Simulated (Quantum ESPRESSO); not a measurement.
The system is Ti.

```
Ti
1.0
    -1.64100    1.64100    1.64100
     1.64100   -1.64100    1.64100
     1.64100    1.64100   -1.64100
Ti
1
Direct
  0.00000 0.00000 0.00000
```

This isn't the form of Ti at room conditions, which is hcp.

Base run:

| Quantity | Value |
| --- | --- |
| Program | Quantum ESPRESSO 7.5 |
| Functional | PBEsol |
| Potentials or basis | PseudoDojo 0.4.1 SR PBEsol standard |
| Cutoff | 1143 eV |
| Density cutoff | 4572 eV |
| k mesh | 11 × 11 × 11 |
| Occupations | fermi-dirac, width 0.05 eV |
| Spin | no spin polarisation |

Its results: band gap on the k mesh none (metal or under the smearing width); pressure -6.7 GPa.

Task: The run is repeated on the same cell with these changes: functional from PBEsol to LDA; potentials or basis from PseudoDojo 0.4.1 SR PBEsol standard to PseudoDojo 0.4.1 SR LDA standard. What comes out?

Result: Band gap on the k mesh none (metal or under the smearing width); pressure -10.8 GPa.

Not every run made on this cell is shown here.
